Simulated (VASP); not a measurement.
# Ce (Im-3m) in VASP: a series of runs

The runs below take Ce through single point, with PBE.

All numbers are computed with VASP 6.6.1; they aren't measurements. Logs are shortened: lines on timing, memory, paths and dates and some standing lists are left out, and cuts for length are marked.

**1. The structure**

Symmetry: Im-3m, No. 229, cubic system. The conventional cell has a = 3.887 Å, b = 3.887 Å, c = 3.887 Å, α = 90.00°, β = 90.00°, γ = 90.00°. Ce (site symmetry m-3m) is surrounded by 8 Ce at 3.37 Å.

This isn't the form of Ce at room conditions, which is fcc.

**2. Single point, PBE, collinear spin, ferromagnetic start**

INCAR reads:

```
PREC     = Accurate       # precision mode
ENCUT    = 450            # plane-wave cutoff, eV
EDIFF    = 1E-6           # SCF threshold, eV
ISMEAR   = 0              # smearing method
SIGMA    = 0.2            # smearing width, eV
LREAL    = F              # projectors in reciprocal space
LASPH    = T              # aspherical terms in the spheres
NELM     = 100            # most SCF steps
ALGO     = Normal         # electronic algorithm
ISIF     = 2              # what is computed and relaxed
LWAVE    = F              # write WAVECAR
LCHARG   = F              # write CHGCAR
ISPIN    = 2              # spin polarisation
MAGMOM   = 1              # initial moments
LORBIT   = 11             # projections on sites
LMAXMIX  = 6              # l up to which the mixer works
GGA      = PE             # functional
NBANDS   = 16             # bands
ADDGRID  = T
```

KPOINTS reads:

```
regular mesh
0
Gamma
  9 9 9
```

POSCAR reads:

```
Ce
1.0
   -1.9824590000      1.9831840000      1.9962140000
    1.9307920000     -1.9490850000      1.9104480000
    1.9370660000      1.9036920000     -1.9621150000
Ce
1
Direct
   -0.0084250000     -0.0182580000     -0.0014360000
```

Potentials or basis: VASP PAW PBE potentials, release 64 (Ce).

Command:

```sh
> cat potpaw_PBE.64/Ce/POTCAR > POTCAR
> mpirun -np 1 vasp_std > vasp.out
```

OUTCAR:

```text
PREC = Accurate
   ENCUT = 450
   EDIFF = 1E-6
   ISMEAR = 0
   LREAL = F
   LASPH = T
   NELM = 100
   ISIF = 2
   ISPIN = 2
   LORBIT = 11
   GGA = PE

 Found    365 irreducible k-points:

 Following reciprocal coordinates:
            Coordinates               Weight
  0.000000  0.000000  0.000000      1.000000
  0.111111  0.000000 -0.000000      2.000000
  0.222222  0.000000  0.000000      2.000000
  0.333333  0.000000 -0.000000      2.000000
  0.444444  0.000000  0.000000      2.000000
  0.000000  0.111111  0.000000      2.000000
   k-points           NKPTS =    365   k-points in BZ     NKDIM =    365   number of bands    NBANDS=     16
   number of dos      NEDOS =    301   number of ions     NIONS =      1
   total plane-waves  NPLWV =  13824
   dimension x,y,z NGX =    24 NGY =   24 NGZ =   24
   dimension x,y,z NGXF=    48 NGYF=   48 NGZF=   48
   ions per type =               1
   NGX,Y,Z   is equivalent  to a cutoff of  11.59, 11.93, 11.91 a.u.
   NGXF,Y,Z  is equivalent  to a cutoff of  23.18, 23.87, 23.82 a.u.
 SYSTEM =  unknown system
   PREC   = accura    normal or accurate (medium, high low for compatibility)
   ISTART =      0    job   : 0-new  1-cont  2-samecut
   ICHARG =      2    charge: 1-file 2-atom 10-const
   ISPIN  =      2    spin polarized calculation?
   LNONCOLLINEAR =      F non collinear calculations
   LSORBIT =      F    spin-orbit coupling
   LASPH  =      T    aspherical Exc in radial PAW
   ENCUT  =  450.0 eV  33.07 Ry    5.75 a.u.   5.95  5.78  5.80*2*pi/ulx,y,z
   NELM   =    100;   NELMIN=  2; NELMDL= -5     # of ELM steps
   EDIFF  = 0.1E-05   stopping-criterion for ELM
   LREAL  =      F    real-space projection
   EDIFFG = 0.1E-04   stopping-criterion for IOM
   NSW    =      0    number of steps for IOM
   IBRION =     -1    ionic relax: 0-MD 1-quasi-New 2-CG
   NFREE  =      0    steps in history (QN), initial steepest desc. (CG)
   ISIF   =      2    stress and relaxation
   ISYM   =      2    0-nonsym 1-usesym 2-fastsym
   POTIM  = 0.5000    time-step for ionic-motion
   TEBEG  =    0.0;   TEEND  =   0.0 temperature during run
   PSTRESS=    0.0 pullay stress
   NELECT =      12.0000    total number of electrons
   NUPDOWN=      -1.0000    fix difference up-down
   EMIN   =  10.00;   EMAX   =-10.00  energy-range for DOS
   EFERMI =   0.00;   METHOD = LEGACY
   ISMEAR =     0;   SIGMA  =   0.20  broadening in eV -4-tet -1-fermi 0-gaus
   EFERMI_NEDOS =   21; number of points for ismear=-14 and -15
   IALGO  =     38    algorithm
   IMIX   =      4    mixing-type and parameters
     AMIX     =   0.40;   BMIX     =  1.00
     AMIX_MAG =   1.60;   BMIX_MAG =  1.00
  volume/ion in A,a.u.               =      29.35       198.10
  Fermi-wavevector in a.u.,A,eV,Ry     =   1.214998  2.296014 20.085205  1.476221
  Thomas-Fermi vector in A             =   2.350400
   LORBIT       =     11    0 simple, 1 ext, 2 COOP (PROOUT), +10 PAW based schemes
   GGA     = PE    functional components
   LHFCALC =     F    Hartree Fock is set to
   AEXX    =    0.0000 exact exchange contribution
   IVDW    =     0    specifies the selected vdW correction
   LEPSILON=     F    determine dielectric tensor
   LRPA    =     F    only Hartree local field effects (RPA)
 spin polarized calculation
 Gauss-broadening in eV      SIGMA  =   0.20
  energy-cutoff  :      450.00
  volume of cell :       29.35
 maximum number of plane-waves:       652
   NGX = 11   NGY = 11   NGZ = 11

 number of electron      12.0000000 magnetization       0.8538382

 Free energy of the ion-electron system (eV)
  ---------------------------------------------------
  ext. energy  EPLUGINS =         0.00000000
  ---------------------------------------------------
  free energy    TOTEN  =        -5.73851481 eV

  energy without entropy =       -5.63556102  energy(sigma->0) =       -5.68703792

 E-fermi :   8.2624     XC(G=0): -10.7822

 val. band max:        8.2623000087   @ k =  -0.2222  -0.4444   0.2222
 cond. band min:       8.2635738982   @ k =   0.2222  -0.2222   0.4444
 fundamental gap:      0.0012738895
 Fermi energy:         8.2623929023

 spin component 1

 k-point     1 :       0.0000    0.0000    0.0000
  band No.  band energies     occupation
      1     -26.5209      1.00000
      2      -8.1475      1.00000
      3      -8.0453      1.00000
      4      -8.0244      1.00000
      5       5.0568      1.00000
      6       8.2114      0.64078
[... 8 lines left out ...]
     15      10.1952      0.00000
     16      12.6296      0.00000
[... 77 lines left out ...]
 k-point     6 :       0.0000    0.1111    0.0000
  band No.  band energies     occupation
      1     -26.4744      1.00000
      2      -8.3367      1.00000
      3      -8.1981      1.00000
      4      -8.0888      1.00000
      5       5.5528      1.00000
      6       8.1269      0.83106
[... 8 lines left out ...]
     15      10.4749      0.00000
     16      12.2562      0.00000

 [... further k-points ...]

 spin component 2

 k-point     1 :       0.0000    0.0000    0.0000
  band No.  band energies     occupation
      1     -26.1941      1.00000
      2      -7.8584      1.00000
      3      -7.7491      1.00000
      4      -7.7262      1.00000
      5       5.3718      1.00000
      6       8.6876      0.00132
[... 8 lines left out ...]
     15      10.4990      0.00000
     16      12.8093      0.00000
[... 77 lines left out ...]
 k-point     6 :       0.0000    0.1111    0.0000
  band No.  band energies     occupation
      1     -26.1474      1.00000
      2      -8.0383      1.00000
      3      -7.9074      1.00000
      4      -7.7935      1.00000
      5       5.8664      1.00000
      6       8.5853      0.01120
[... 8 lines left out ...]
     15      10.8061      0.00000
     16      12.4610      0.00000

 [... further k-points ...]

------------------------ aborting loop because EDIFF is reached ----------------------------------------

  FORCE on cell =-STRESS in cart. coord.  units (eV):
  Direction    XX          YY          ZZ          XY          YZ          ZX
  --------------------------------------------------------------------------------------
  -------------------------------------------------------------------------------------
  Total       -0.3144270     -0.2337632     -0.1569117      0.0565470     -0.0452973      0.0663743
  in kB      -17.1613611    -12.7587453     -8.5642105      3.0863229     -2.4723169      3.6226951
  external PRESSURE =     -12.8281056 kB  Pullay stress =       0.0000000 kB

 VOLUME and BASIS-vectors are now :
 -----------------------------------------------------------------------------
  energy-cutoff  :      450.00
  volume of cell :       29.35
      direct lattice vectors                 reciprocal lattice vectors
    -1.982459000  1.983184000  1.996214000     0.006384800  0.255123769  0.253830615
     1.930792000 -1.949085000  1.910448000     0.262015728  0.000784005  0.259431410
     1.937066000  1.903692000 -1.962115000     0.261612011  0.260320847  0.001187722

 POSITION                                       TOTAL-FORCE (eV/Angst)
 -----------------------------------------------------------------------------------
      1.86407      1.95394      1.89567         0.000000      0.000000      0.000000
 -----------------------------------------------------------------------------------
    total drift:                               -0.000000      0.000000     -0.000000

  FREE ENERGIE OF THE ION-ELECTRON SYSTEM (eV)
  ---------------------------------------------------
  free  energy   TOTEN  =        -5.7385148110 eV

  energy  without entropy=       -5.6355610221  energy(sigma->0) =       -5.68703792

 total charge

# of ion       s       p       d       f       tot
--------------------------------------------------
    1        2.080   5.585   1.147   0.994   9.806

 magnetization (x)

# of ion       s       p       d       f       tot
--------------------------------------------------
    1        0.004   0.005   0.125   0.552   0.686
```

stdout:

```text
POSCAR found type information on POSCAR Ce
 POSCAR found :  1 types and       1 ions
 scaLAPACK will be used
 LDA part: xc-table for (Slater+PW92), standard interpolation
 POSCAR, INCAR and KPOINTS ok, starting setup
 FFT: planning ... GRIDC
 FFT: planning ... GRID_SOFT
 FFT: planning ... GRID
 WAVECAR not read
 entering main loop
```

Run time: 2 min. Hardware: 1 thread of Intel Xeon 6975P-C (Granite Rapids), shared host; peak memory 0.43 GiB.

These settings aren't checked as converged: the numbers below hold their error.

Results:

```
Free energy                                           : -5.7385 eV
Pressure                                              : -1.3 GPa
Band gap on the k mesh                                : none (metal or under the smearing width)
Net moment                                            : 0.85 μB per cell
Site moments                                          : Ce +0.69 μB
Valence electrons inside the program's atomic spheres : Ce 9.81
```

Caveat: the magnetic or orbital state may not be the lowest; spin-orbit coupling is left out, which moves the levels of the heavy elements.

**3. Single point, PBE, collinear spin, ferromagnetic start**

This run uses another cell than the first one, of the same volume but with other edges.

INCAR, as its differences from that of step 2:

```diff
@@ -6,3 +6,3 @@
 LREAL    = F              # projectors in reciprocal space
-LASPH    = T              # aspherical terms in the spheres
+LASPH    = F              # aspherical terms in the spheres
 NELM     = 100            # most SCF steps
@@ -18,2 +18,2 @@
 NBANDS   = 16             # bands
-ADDGRID  = T
+ADDGRID  = F
```

KPOINTS is that of step 2.

POSCAR reads:

```
Ce
1.0
   -1.9432985503      1.9432985503      1.9432985503
    1.9432985503     -1.9432985503      1.9432985503
    1.9432985503      1.9432985503     -1.9432985503
Ce
1
Direct
    0.0000000000      0.0000000000      0.0000000000
```

Potentials or basis: VASP PAW PBE potentials, release 64 (Ce).

Command:

```sh
> cat potpaw_PBE.64/Ce/POTCAR > POTCAR
> mpirun -np 1 vasp_std > vasp.out
```

It took 12 s on 1 thread of Intel Xeon 6975P-C (Granite Rapids), shared host; peak memory 0.16 GiB.

The run converged, but some of its settings lie outside the range that counts as converged, so its numbers aren't taken as properties of the crystal.

Results:

```
Free energy                                           : -5.7357 eV
Pressure                                              : -1.4 GPa
Band gap on the k mesh                                : none (metal or under the smearing width)
Net moment                                            : 0.82 μB per cell
Site moments                                          : Ce +0.66 μB
Valence electrons inside the program's atomic spheres : Ce 9.80
```

Caveat: the magnetic or orbital state may not be the lowest; spin-orbit coupling is left out, which moves the levels of the heavy elements.

**4. Single point, PBE, collinear spin, ferromagnetic start**

INCAR is that of step 3.

KPOINTS is that of step 3.

POSCAR reads:

```
Ce
1.0
   -1.9824590000      1.9831840000      1.9962140000
    1.9307920000     -1.9490850000      1.9104480000
    1.9370660000      1.9036920000     -1.9621150000
Ce
1
Direct
   -0.0084250000     -0.0182580000     -0.0014360000
```

Command:

```sh
> cat potpaw_PBE.64/Ce/POTCAR > POTCAR
> mpirun -np 1 vasp_std > vasp.out
```

It took 1.9 min on 1 thread of Intel Xeon 6975P-C (Granite Rapids), shared host; peak memory 0.34 GiB.

These settings aren't checked as converged: the numbers below hold their error.

What came out:

| Item | Value |
| --- | --- |
| Free energy | -5.7343 eV |
| Pressure | -1.3 GPa |
| Band gap on the k mesh | none (metal or under the smearing width) |
| Net moment | 0.84 μB per cell |
| Site moments | Ce +0.67 μB |
| Valence electrons inside the program's atomic spheres | Ce 9.80 |

Caveat: the magnetic or orbital state may not be the lowest; spin-orbit coupling is left out, which moves the levels of the heavy elements.

**5. Single point, PBE, collinear spin, ferromagnetic start**

This run uses another cell than the first one, of the same volume but with other edges.

INCAR, as its differences from that of step 4:

```diff
@@ -1,8 +1,8 @@
-PREC     = Accurate       # precision mode
+PREC     = Normal         # precision mode
 ENCUT    = 450            # plane-wave cutoff, eV
-EDIFF    = 1E-6           # SCF threshold, eV
+EDIFF    = 1E-4           # SCF threshold, eV
 ISMEAR   = 0              # smearing method
 SIGMA    = 0.2            # smearing width, eV
-LREAL    = F              # projectors in reciprocal space
-LASPH    = F              # aspherical terms in the spheres
+LREAL    = Auto         
+LASPH    = T              # aspherical terms in the spheres
 NELM     = 100            # most SCF steps
```

KPOINTS is that of step 4.

POSCAR reads:

```
Ce
1.0
   -1.9432985503      1.9432985503      1.9432985503
    1.9432985503     -1.9432985503      1.9432985503
    1.9432985503      1.9432985503     -1.9432985503
Ce
1
Direct
    0.0000000000      0.0000000000      0.0000000000
```

Command:

```sh
> cat potpaw_PBE.64/Ce/POTCAR > POTCAR
> mpirun -np 1 vasp_std > vasp.out
```

Wall time 17 s (1 thread of Intel Xeon 6975P-C (Granite Rapids), shared host); peak memory 0.14 GiB.

These settings aren't checked as converged: the numbers below hold their error.

What came out:

```
Free energy                                           : -5.7399 eV
Pressure                                              : -1.3 GPa
Band gap on the k mesh                                : none (metal or under the smearing width)
Net moment                                            : 0.83 μB per cell
Site moments                                          : Ce +0.67 μB
Valence electrons inside the program's atomic spheres : Ce 9.80
```

Caveat: the magnetic or orbital state may not be the lowest; spin-orbit coupling is left out, which moves the levels of the heavy elements.

**6. The reference run**

An earlier run on the cell as given: functional PBE; potentials or basis VASP PAW PBE potentials, release 64 (Ce); cutoff 520 eV; k mesh 10 × 10 × 10; occupations fermi-dirac, width 0.05 eV; collinear spin, ferromagnetic start; starting moments [1.0] μB.

* Pressure: -0.8 GPa
* Band gap on the k mesh: none (metal or under the smearing width)
* Net moment: 1.00 μB per cell
* Site moments: Ce +0.79 μB
* Valence electrons inside the program's atomic spheres: Ce 9.81
